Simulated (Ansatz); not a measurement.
**KCl: moving K off its site**

KCl, Fm-3m, a = 6.312 Å (as given, not relaxed at this level: 0.6 GPa). Ansatz: PBE, PAW, 420 eV, Γ-centred 6×6×6 mesh on 2 atoms, Gaussian smearing 0.05 eV; no spin polarisation.

```
K Cl
1.0
     0.00000    3.15610    3.15610
     3.15610    0.00000    3.15610
     3.15610    3.15610    0.00000
K Cl
1 1
Direct
  0.00000 0.00000 0.00000
  0.50000 0.50000 0.50000
```

Atom 1 (K) moves by x along the unit vector (0.000, 0.000, 1.000), with its periodic images; all else is held. y is the free energy of the cell over the start, F the force along the path summed over the moved atoms. Symmetry makes y even in x.

```tsv
x (Å)	y (meV)	F (eV/Å)
-0.5000	?	?
-0.2500	43.9	0.39
0.0000	0.0	0.00
0.0625	2.5	-0.08
0.1250	10.2	-0.17
0.1875	23.6	-0.27
0.3125	72.4	-0.53
0.3750	111.3	-0.72
0.4375	163.1	-0.95
```

Task: Fit y = c2 x² + c4 x⁴ to the energies of the other rows, give the force constant, and predict energy and force of the missing row.

Result: Least squares on the rows shown. y = 627.82 x² + 1169.9 x⁴. The force constant is 2 c2 = 1.26 eV/Å² (for all images moving together, not for a lone atom). With two atoms in a cubic cell this is the optical mode at Γ without the LO field: ω = 521.5 √(2 c2/μ) = 136 cm⁻¹ for μ = 18.59 u. The force −dy/dx at the missing row is 1.21 eV/Å (computed 1.24). At x = -0.5000 the fit asked for gives 230.1 meV. The run gave 231.1 meV, so the fit is 1.0 meV too low, a small miss on the scale of the series.